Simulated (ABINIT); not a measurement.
# AlN (F-43m): a self-consistent loop beyond G0W0, cycle by cycle, part 3 of 3

How far does self-consistency move the gap of AlN (F-43m)?

ABINIT 10.8.3; LDA and many-body steps on it, plane waves. Known limits of the many-body steps: not at the basis limit.

So far. Step 10 (evGW, cycle 1): Against G0W0 in ABINIT (6×6×6 mesh, 104 bands, screening to 244.9 eV, Godby-Needs plasmon pole), the gap moves by +0.693 eV. Step 13 (evGW, cycle 2): Against the cycle before, the gap moves by +0.066 eV.

### 14. Screening, 6×6×6 mesh, 104 bands, screening to 244.9 eV

This step: RPA screening on LDA, plane waves, norm-conserving pseudopotentials.

The input, run.abi:

```
acell 3*1.0 Angstrom
rprim 
  -0.000000000000 2.183993559600 2.183993559600
  2.183993559600 -0.000000000000 2.183993559600
  2.183993559600 2.183993559600 -0.000000000000
ntypat 2
znucl 13 7
natom 2
typat 1 2
xred 
  0.000000000000 0.000000000000 0.000000000000
  0.750000000000 0.750000000000 0.750000000000
pp_dirpath "pseudos"
pseudos "Al.upf, N.upf"
ecut 36
ngkpt 6 6 6
nshiftk 1
shiftk 0 0 0
kptopt 1
chksymbreak 0
istwfk *1
occopt 1
irdwfk 1
optdriver 3
nband 104
ecuteps 9
inclvkb 2
awtr 1
symchi 1
gwcalctyp 10
mbpt_sciss 2.637 eV
nqptdm 1
qptdm 
  0 0 0
indata_prefix "in"
outdata_prefix "out"
tmpdata_prefix "tmp"
```

Started as:

```sh
$ OMP_NUM_THREADS=1 mpirun -n 4 abinit run.abi > log
```

Output:

```text
.Version 10.8.3 of ABINIT. v10.8.2 released Aug 2026.

 Symmetries : space group F-4 3 m (#216); Bravais cF (face-center cubic)
[... echo of the input left out ...]
== DATASET  1 ==================================================================
-   mpi_nproc: 4, omp_nthreads: 1 (-1 if OMP is not activated)

--- !DatasetInfo
iteration_state: {dtset: 1, }
dimensions: {natom: 2, nkpt: 16, mband: 104, nsppol: 1, nspinor: 1, nspden: 1, mpw: 1464, }
cutoff_energies: {ecut:  36.0, pawecutdg:  -1.0, }
[...]
[... chi0 elements left out ...]
 For q-point:  0.000010 0.000020 0.000030
  dielectric constant =   3.6489
  dielectric constant without local fields =   3.9510

  Average fulfillment of the sum rule on Im[epsilon] for q-point    1 :     94.57  [%]
[... wings left out ...]
== END DATASET(S) ==============================================================
================================================================================

 -outvars: echo values of variables after computation  --------
           etotal      0.0000000000E+00
            nband         104
             nkpt          16
          spgroup         216
 [... the other variables as echoed above ...]

 Calculation completed.
```

Elapsed: 3.3 s, on 4 MPI ranks of Arm Neoverse V2, shared host; peak memory 0.7 GiB; 12 s of CPU time.

Numbers from this step:

| Property | Result |
| --- | --- |
| ε∞ with local fields, on this mesh, along the program's q direction | 3.649 |
| the same without local fields | 3.951 |
| plasma frequency | 23.01 eV |
| plane waves in the screening matrix | 169 |

This screening uses the functional's bands under a rigid shift, the mean opening of the cycle before.

### 15. Screening, 6×6×6 mesh, 104 bands, screening to 244.9 eV

This step: RPA screening on LDA from quasiparticle energies, plane waves, norm-conserving pseudopotentials.

Edit run.abi of step 14 so:

```diff
@@ -29,7 +29,21 @@
 symchi 1
+irdqps 1
 gwcalctyp 10
-mbpt_sciss 2.637 eV
-nqptdm 1
+nqptdm 15
 qptdm 
-  0 0 0
+  0.1666666667 0.0000000000 0.0000000000
+  0.3333333333 0.0000000000 0.0000000000
+  0.5000000000 0.0000000000 0.0000000000
+  0.1666666667 0.1666666667 0.0000000000
+  0.3333333333 0.1666666667 0.0000000000
+  0.5000000000 0.1666666667 0.0000000000
+  -0.3333333333 0.1666666667 0.0000000000
+  -0.1666666667 0.1666666667 0.0000000000
+  0.3333333333 0.3333333333 0.0000000000
+  0.5000000000 0.3333333333 0.0000000000
+  -0.3333333333 0.3333333333 0.0000000000
+  0.5000000000 0.5000000000 0.0000000000
+  0.5000000000 0.3333333333 0.1666666667
+  -0.3333333333 0.3333333333 0.1666666667
+  -0.3333333333 0.5000000000 0.1666666667
 indata_prefix "in"
```

The input, mrgscr.stdin:

```
2
merged
q0_SCR
out_SCR
1
```

Started as:

```sh
$ OMP_NUM_THREADS=1 mpirun -n 4 abinit run.abi > log; mrgscr < mrgscr.stdin
```

Output:

```text
.Version 10.8.3 of ABINIT. v10.8.2 released Aug 2026.

 Symmetries : space group F-4 3 m (#216); Bravais cF (face-center cubic)
[... echo of the input left out ...]
== DATASET  1 ==================================================================
-   mpi_nproc: 4, omp_nthreads: 1 (-1 if OMP is not activated)

--- !DatasetInfo
iteration_state: {dtset: 1, }
dimensions: {natom: 2, nkpt: 16, mband: 104, nsppol: 1, nspinor: 1, nspden: 1, mpw: 1464, }
cutoff_energies: {ecut:  36.0, pawecutdg:  -1.0, }
[...]
q-point number  1        q = ( 0.166667, 0.000000, 0.000000) [r.l.u.]
--------------------------------------------------------------------------------
[... chi0 elements left out ...]
  Average fulfillment of the sum rule on Im[epsilon] for q-point    2 :    112.45  [%]

--------------------------------------------------------------------------------
  q-point number  2        q = ( 0.333333, 0.000000, 0.000000) [r.l.u.]
--------------------------------------------------------------------------------
[... chi0 elements left out ...]
  Average fulfillment of the sum rule on Im[epsilon] for q-point    3 :    104.82  [%]

 [... 13 further q-points ...]
```

It took 35 s on 4 MPI ranks; peak memory 0.75 GiB.

This step gave:

```yaml
plasma_frequency: 23.01 eV
plane_waves_in_the_screening_matrix: 169
```

This screening reads the quasiparticle levels of the cycle before.

### 16. evGW, cycle 3

This step: evGW on LDA, plane waves, norm-conserving pseudopotentials.

Edit run.abi of step 15 so:

```diff
@@ -23,12 +23,10 @@
 irdwfk 1
-optdriver 3
+optdriver 4
 nband 104
-ecuteps 9
-inclvkb 2
-awtr 1
-symchi 1
-irdqps 1
 gwcalctyp 10
-nqptdm 15
-qptdm 
+ecutsigx 36
+symsigma 1
+nkptgw 16
+kptgw 
+  0.0000000000 0.0000000000 0.0000000000
   0.1666666667 0.0000000000 0.0000000000
@@ -48,2 +46,23 @@
   -0.3333333333 0.5000000000 0.1666666667
+bdgw 
+  1 13
+  1 13
+  1 13
+  1 13
+  1 13
+  1 13
+  1 13
+  1 13
+  1 13
+  1 13
+  1 13
+  1 13
+  1 13
+  1 13
+  1 13
+  1 13
+ecuteps 9
+irdscr 1
+ppmodel 1
+irdqps 1
 indata_prefix "in"
```

Started as:

```sh
$ OMP_NUM_THREADS=1 mpirun -n 4 abinit run.abi > log
```

Output:

```text
.Version 10.8.3 of ABINIT. v10.8.2 released Aug 2026.

 Symmetries : space group F-4 3 m (#216); Bravais cF (face-center cubic)
[... echo of the input left out ...]
== DATASET  1 ==================================================================
-   mpi_nproc: 4, omp_nthreads: 1 (-1 if OMP is not activated)

--- !DatasetInfo
iteration_state: {dtset: 1, }
dimensions: {natom: 2, nkpt: 16, mband: 104, nsppol: 1, nspinor: 1, nspden: 1, mpw: 1464, }
cutoff_energies: {ecut:  36.0, pawecutdg:  -1.0, }
[...]
.  kptgw no:  3; Maximum DeltaE = (  -0.030   0.002) for band index:  1
[...]
.  kptgw no: 15; Maximum DeltaE = (  -0.013  -0.000) for band index:  2
.  kptgw no: 16; Maximum DeltaE = (   0.028  -0.006) for band index: 13

== END DATASET(S) ==============================================================
================================================================================

 -outvars: echo values of variables after computation  --------
           etotal      0.0000000000E+00
            nband         104
             nkpt          16
          spgroup         216
 [... the other variables as echoed above ...]

 Calculation completed.
```

The job ended after 8.6 min (4 MPI ranks; peak memory 0.99 GiB; 34 min of CPU time).

This step gave:

```yaml
quasiparticle_gap_on_the_mesh: 5.518 eV
gap_of_the_density_functional_on_the_mesh: 3.259 eV
k_of_the_valence_top: 0, 0, 0
k_of_the_conduction_bottom: 0.5, 0.5, 0
least_direct_quasiparticle_gap_on_the_computed_points: 6.563 eV
```

Against the cycle before, the gap moves by +0.009 eV.

### 17. Side by side

Times are wall times on 4 MPI ranks of Arm Neoverse V2, shared host. The host was busy with other work, so they are no guide to cost. A run's time includes the screening step that it read.

```csv
run,mesh,bands,screening cutoff (eV),DFT gap (eV),gap on the mesh (eV),direct (eV),ε∞ used,time
G0W0,6×6×6,104,244.9,3.259,4.750,5.797,4.41,48 s
"evGW0, cycle 1",6×6×6,104,244.9,3.259,5.119,6.198,4.41,9.1 min
"evGW0, cycle 2",6×6×6,104,244.9,3.259,5.019,6.062,4.41,9.2 min
"evGW0, cycle 3",6×6×6,104,244.9,3.259,5.020,6.068,4.41,9.2 min
"evGW, cycle 1",6×6×6,104,244.9,3.259,5.443,6.495,3.77,9.3 min
"evGW, cycle 2",6×6×6,104,244.9,3.259,5.509,6.553,3.66,9.3 min
"evGW, cycle 3",6×6×6,104,244.9,3.259,5.518,6.563,3.65,9.3 min
```

### 18. What came out

```yaml
g0w0: 4.750 eV
evgw0_cycle_1: 5.119 eV
evgw0_cycle_2: 5.019 eV
evgw0_cycle_3: 5.020 eV
evgw_cycle_1: 5.443 eV
evgw_cycle_2: 5.509 eV
evgw_cycle_3: 5.518 eV
known_limits: not at the basis limit
```

**Reading.** Only the bands that the input lists are updated; the others, empty or deep, keep the functional's energies or take a rigid shift. The evGW loop starts from the last levels of evGW0, so its cycles and time come on top of those. evGW0 ends at 5.02 eV, +0.27 eV from G0W0, after 3 cycles that took 26 min beside the first screening; the last moved the gap by 0.001 eV. evGW ends at 5.52 eV, +0.77 eV from G0W0, after 3 cycles that took 28 min beside the first screening; the last moved the gap by 0.009 eV. The first cycle of evGW0 takes the full correction, without the factor Z, so it overshoots the one-shot value. Bands and cutoff are finite, so the gap is not at the basis limit. The miss can reach some tenths of an eV and take either sign; the mesh is an error of its own. In the updated screening the q = 0 part is built from Kohn-Sham bands under a rigid shift, the other q from the quasiparticle levels.

[Paths, hosts, dates, memory and timing lines, banners, echoed tables and standing remarks are left out of the program output.]

[Logs are printed without paths, hosts, clocks, repeated set-up lines and the standing remarks that a program may print on its own settings, such as how far it seeks lower states.]

[Runs of the session that timed out or met a known fault of the program may be left out.]

[Hosts, paths, dates, database ids (printed as entryN), source tags and the programs' standing remarks are cut or masked in the printed files.]

[G0W0 gaps are taken among the corrected bands and points alone; a level outside them can change the order at an edge.]

[Where Ansatz stands beside ABINIT at settings called matched, ABINIT's density can come from a denser mesh and the files from another edition; pairs whose starting gaps differed by over 0.03 eV were left out, so agreement reads better than it is.]
